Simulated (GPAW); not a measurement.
# C (C2/m) in GPAW: convergence with density grid spacing (A)

Aim: find how far density grid spacing (A) must go before the results for C settle, at r2SCAN. This setting moves, with any that are tied to it; all else stays.

All numbers are computed with GPAW 26.7.0; they aren't measurements. Logs are shortened: lines on timing, memory, paths and dates and some standing lists are left out, and cuts for length are marked. The log counts tension as positive stress, the text compression.

### Step 1. Starting point

Symmetry: C2/m, No. 12, monoclinic system. The conventional cell has a = 4.255 Å, b = 2.457 Å, c = 3.765 Å, α = 90.00°, β = 111.49°, γ = 90.00°. Around C (site symmetry m) lie 3 C at 1.42 Å.

This is a stacking variant of graphite.

### Step 2. With density grid spacing (A) 0.24

File run.py:

```python
from ase.dft.bandgap import bandgap
from ase.io import read, write
from ase.units import GPa
from gpaw import GPAW, PW

atoms = read('POSCAR')

calc = GPAW(mode=PW(800),
            h=0.24,
            xc='MGGA_X_R2SCAN+MGGA_C_R2SCAN',
            kpts={'size': (8, 8, 5), 'gamma': True},
            occupations={'name': 'fermi-dirac', 'width': 0.05},
            nbands=11,
            convergence={'density': 1e-05, 'energy': 1e-05},
            maxiter=100,
            txt='gpaw.txt')
atoms.calc = calc
energy = atoms.get_potential_energy()
forces = atoms.get_forces()
stress = atoms.get_stress()
calc.write('gs.gpw')
write('result.traj', atoms)
print(f'Energy: {energy:.6f} eV')
print('Forces (eV/A):')
print(forces.round(4))
print('Stress (GPa):', (stress / GPa).round(3))
print('Fermi level:', round(calc.get_fermi_level(), 4), 'eV')
print(f'Gap: {bandgap(calc)[0]:.4f} eV, direct: {bandgap(calc, direct=True)[0]:.4f} eV')
```

File POSCAR:

```
C
1.0
    2.1273203072     -1.2282824400      0.0000000000
    2.1273203072      1.2282824400      0.0000000000
   -1.3790696309      0.0000000000      3.5028300786
C
2
Direct
    0.1666444700      0.1666444700      0.9999069600
    0.8333555300      0.8333555300      0.0000930400
```

Potentials or basis: GPAW PAW data sets (gpaw-data 1.2.1), pw.

On the command line:

```console
$ OMP_NUM_THREADS=1 python run.py
```

Wall time 3.9 min (1 thread of Arm Neoverse V1, shared host); peak memory 0.17 GiB.

No converged result was reached.

### Step 3. With density grid spacing (A) 0.2

Edit run.py of step 2 so:

```diff
@@ -8,3 +8,3 @@
 calc = GPAW(mode=PW(800),
-            h=0.24,
+            h=0.2,
             xc='MGGA_X_R2SCAN+MGGA_C_R2SCAN',
```

POSCAR is that of step 2.

Potentials or basis: GPAW PAW data sets (gpaw-data 1.2.1), pw.

On the command line:

```console
$ OMP_NUM_THREADS=1 python run.py
```

gpaw.txt:

```text
__  _  _
 | _ |_)|_||  |
 |__||  | ||/\| - 26.7.0

Input parameters:
  mode=PW(ecut=800.0),
  convergence={'density': 1e-05, 'energy': 1e-05},
  h=0.2,
  kpts=MonkhorstPack(size=(8, 8, 5), gamma=True),
  maxiter=100,
  nbands=11,
  occupations=Occupations(name='fermi-dirac', width=0.05),
  xc=XC(name='MGGA_X_R2SCAN+MGGA_C_R2SCAN')

Diagonalizing LCAO Hamiltonian
Converting LCAO to pw mode

       C

                 C

Atoms  # Å, Bohr magnetons
|   | symbol |         x |        y |        z |    initial magnetic moments |
|---|--------|-----------|----------|----------|-----------------------------|
| 0 |      C | -0.669929 | 0.000000 | 3.502504 | ( 0.0000,  0.0000,  0.0000) |
| 1 |      C |  3.545500 | 0.000000 | 0.000326 | ( 0.0000,  0.0000,  0.0000) |

Unit cell  # Å
| periodic |         x |         y |        z |  lengths |     angles |
|----------|-----------|-----------|----------|----------|------------|
|      yes |  2.127320 | -1.228282 | 0.000000 | 2.456455 | 108.496630 |
|      yes |  2.127320 |  1.228282 | 0.000000 | 2.456455 | 108.496630 |
|      yes | -1.379070 |  0.000000 | 3.502830 | 3.764525 |  60.002969 |

Number of symmetries: 4
Symmetry operations  # r_c * U_cc + t_c -> r_c
|   | kind |            matrix            |
|---|------|------------------------------|
| 0 |  E   |  1, 0, 0,  0, 1, 0,  0, 0, 1 |
| 1 |  σ   |  0, 1, 0,  1, 0, 0,  0, 0, 1 |
| 2 |  C2  |  0,-1, 0, -1, 0, 0,  0, 0,-1 |
| 3 |  i   | -1, 0, 0,  0,-1, 0,  0, 0,-1 |

BZ-sampling:
  Number of BZ points: 320
  Number of IBZ points: 93

  Monkhorst-Pack size: [8, 8, 5]
  Monkhorst-Pack shift: [0.0625, 0.0625, 0.0]

K-points  # in reciprocal-cell coordinates
|     |                                coordinates |     weight |
|-----|--------------------------------------------|------------|
|   0 | (  0.00000000,   0.00000000,   0.00000000) | 0.00312500 |
|   1 | (  0.00000000,   0.00000000,   0.20000000) | 0.00625000 |
|   2 | (  0.00000000,   0.00000000,   0.40000000) | 0.00625000 |
|   3 | (  0.12500000,  -0.12500000,   0.00000000) | 0.00625000 |
|   4 | (  0.12500000,  -0.12500000,   0.20000000) | 0.01250000 |
[... 68 lines left out ...]
  SVD Regularization: 0.005
  Good broyden scale: 1.0
  Trust region scale: 1.0
  Backstep threshold: 4.0
  History deletion threshold: 6.0
  Fourier metric: weight=20.0, sigma=0.015

occupation numbers:
  Fermi-Dirac:
    width: 0.0500  # eV

poisson solver:
  ecut: 6400.0  # eV

xc functional:
  name: MGGA_X_R2SCAN+MGGA_C_R2SCAN with 2 nearest neighbor stencil

convergence criteria:
- Maximum integral of absolute [dens]ity change: 1e-05 electrons / valence electron
- Maximum [total energy] change in last 3 cyles: 1e-05 eV / valence electron
- Maximum integral of absolute [eigenst]ate change: 4e-08 eV^2 / valence electron
maximum number of iterations: 100

SCF iterations
|iter     | |      energy | eigst |  dens |
|---------|-|-------------|-------|-------|
|iter:   1| |  -22.443089 | +0.57 |       |
|iter:   2| |  -20.554207 | -1.14 | -0.78 |
|iter:   3| |  -19.909694 | -1.04 | -0.80 |
|iter:   4| |  -19.904899 | -2.74 | -1.53 |
|iter:   5| |  -19.906808 | -3.76 | -1.89 |
|iter:   6| |  -19.906809 | -5.49 | -3.16 |
|iter:   7| |  -19.906810c| -7.19 | -3.81 |
|iter:   8| |  -19.906810c| -8.05c| -4.99 |
|iter:   9| |  -19.906810c| -9.01c| -5.80c|

Converged in 9 steps
Energy contributions relative to reference atoms: (reference = -2055.256231)

Energy contributions:
  Kinetic:          15.957694
  Coulomb:         -16.444227
  Zero:              0.031282
  External:          0.000000
  Xc:              -19.451559
  Entropy:          -0.000000
  Spinorbit:         0.000000
  ----------------------------
  Free energy:     -19.906810
  Extrapolated:    -19.906810

dipole moment: (0.000001, 0.000000, 0.000002)  # |e|*Ang

Fermi level: 5.824
Eigenvalues  # (at kpt = [0.000, 0.000, 0.000])
| band index |      eig [eV] | occ [0-2] |
|------------|---------------|-----------|
|          0 |       -15.178 |     2.000 |
|          1 |        -1.501 |     2.000 |
|          2 |         2.538 |     2.000 |
|          3 |         2.541 |     2.000 |
|          4 |         9.824 |     0.000 |
|          5 |        14.526 |     0.000 |
|          6 |        14.528 |     0.000 |
|          7 |        18.194 |     0.000 |
|          8 |        19.101 |     0.000 |
|          9 |        29.844 |     0.000 |
|         10 |        31.190 |     0.000 |

Gap: 1.841 eV
Transition (v -> c):
  (s=0, k=45, n=3, [0.38, -0.25, 0.20]) -> (s=0, k=45, n=4, [0.38, -0.25, 0.20])
No difference between direct/indirect transitions

Forces  # eV/Ang
|        x |       y |        z |
|----------|---------|----------|
| -0.00741 | 0.00000 |  0.00911 |  # C    0
|  0.00741 | 0.00000 | -0.00911 |  # C    1

Stress tensor  # eV/Ang^3
|        x |        y |        z |
|----------|----------|----------|
| 0.002519 | 0.000000 | 0.000306 |
| 0.000000 | 0.002738 | 0.000000 |
| 0.000306 | 0.000000 | 0.002798 |

# Writing to gs.gpw (mode='')
```

Wall time 28 s (1 thread of Arm Neoverse V1, shared host); peak memory 0.17 GiB.

What came out:

| Item | Value |
| --- | --- |
| Free energy | -19.9068 eV |
| Pressure | -0.4 GPa |
| Largest force | 0.012 eV/Å |
| Band gap on the k mesh | 1.84 eV, direct |

### Step 4. With density grid spacing (A) 0.17

Edit run.py of step 3 so:

```diff
@@ -8,3 +8,3 @@
 calc = GPAW(mode=PW(800),
-            h=0.2,
+            h=0.17,
             xc='MGGA_X_R2SCAN+MGGA_C_R2SCAN',
```

POSCAR is that of step 3.

On the command line:

```console
$ OMP_NUM_THREADS=1 python run.py
```

It took 38 s on 1 thread of Arm Neoverse V1, shared host; peak memory 0.17 GiB.

What came out:

| Item | Value |
| --- | --- |
| Free energy | -19.9063 eV |
| Pressure | -0.5 GPa |
| Largest force | 0.012 eV/Å |
| Band gap on the k mesh | 1.84 eV, direct |

### Step 5. With density grid spacing (A) 0.15

Edit run.py of step 4 so:

```diff
@@ -8,3 +8,3 @@
 calc = GPAW(mode=PW(800),
-            h=0.17,
+            h=0.15,
             xc='MGGA_X_R2SCAN+MGGA_C_R2SCAN',
```

POSCAR is that of step 4.

On the command line:

```console
$ OMP_NUM_THREADS=1 python run.py
```

Run time: 68 s. Hardware: 1 thread of Arm Neoverse V1, shared host; peak memory 0.17 GiB.

The run converged. Its results:

```yaml
Free_energy: -19.9064 eV
Pressure: -0.5 GPa
Largest_force: 0.011 eV/Å
Band_gap_on_the_k_mesh: 1.84 eV, direct
```

### Step 6. With density grid spacing (A) 0.13

Edit run.py of step 5 so:

```diff
@@ -8,3 +8,3 @@
 calc = GPAW(mode=PW(800),
-            h=0.15,
+            h=0.13,
             xc='MGGA_X_R2SCAN+MGGA_C_R2SCAN',
```

POSCAR is that of step 5.

Potentials or basis: GPAW PAW data sets (gpaw-data 1.2.1), pw.

On the command line:

```console
$ OMP_NUM_THREADS=1 python run.py
```

It took 64 s on 1 thread of Arm Neoverse V1, shared host; peak memory 0.18 GiB.

The run converged. Its results:

| Quantity | Value |
| --- | --- |
| Free energy | -19.9064 eV |
| Pressure | -0.5 GPa |
| Largest force | 0.012 eV/Å |
| Band gap on the k mesh | 1.84 eV, direct |

### Step 7. With density grid spacing (A) 0.11

Edit run.py of step 6 so:

```diff
@@ -8,3 +8,3 @@
 calc = GPAW(mode=PW(800),
-            h=0.13,
+            h=0.11,
             xc='MGGA_X_R2SCAN+MGGA_C_R2SCAN',
```

POSCAR is that of step 6.

On the command line:

```console
$ OMP_NUM_THREADS=1 python run.py
```

Run time: 2.2 min. Hardware: 1 thread of Arm Neoverse V1, shared host; peak memory 0.19 GiB.

The run converged. Its results:

- Free energy: -19.9064 eV
- Pressure: -0.5 GPa
- Largest force: 0.012 eV/Å
- Band gap on the k mesh: 1.84 eV, direct

### Step 8. With density grid spacing (A) 0.09

Edit run.py of step 7 so:

```diff
@@ -8,3 +8,3 @@
 calc = GPAW(mode=PW(800),
-            h=0.11,
+            h=0.09,
             xc='MGGA_X_R2SCAN+MGGA_C_R2SCAN',
```

POSCAR is that of step 7.

On the command line:

```console
$ OMP_NUM_THREADS=1 python run.py
```

Wall time 3.5 min (1 thread of Arm Neoverse V1, shared host); peak memory 0.22 GiB.

It converged, with:

- Free energy: -19.9065 eV
- Pressure: -0.5 GPa
- Largest force: 0.012 eV/Å
- Band gap on the k mesh: 1.84 eV, direct

### Step 9. The series at a glance

```
density grid spacing (A)  energy less the tightest run, at zero smearing (meV/atom)  pressure (GPa)  SCF cycles  CPU time (s)  peak memory (GiB)
                    0.24                                              not converged               -           -             -                  -
                     0.2                                                      -0.16           -0.43           9            28               0.17
                    0.17                                                       0.08           -0.49           9            38               0.17
                    0.15                                                       0.06           -0.50           9            68               0.17
                    0.13                                                       0.06           -0.50           9            64               0.18
                    0.11                                                       0.02           -0.50           9           130               0.19
                    0.09                                                       0.00           -0.50           9           210               0.22
```

Against the tightest run, the energy stays within 1 meV/atom from 0.2 on; the pressure stays within 0.1 GPa from 0.2 on. The tightest run that finished is the yardstick and may itself not be fully converged.

Caveats: the PAW data sets were made with another functional, which shifts forces and pressure a little; an odd mesh through Γ misses points on the zone boundary, where band edges often lie.
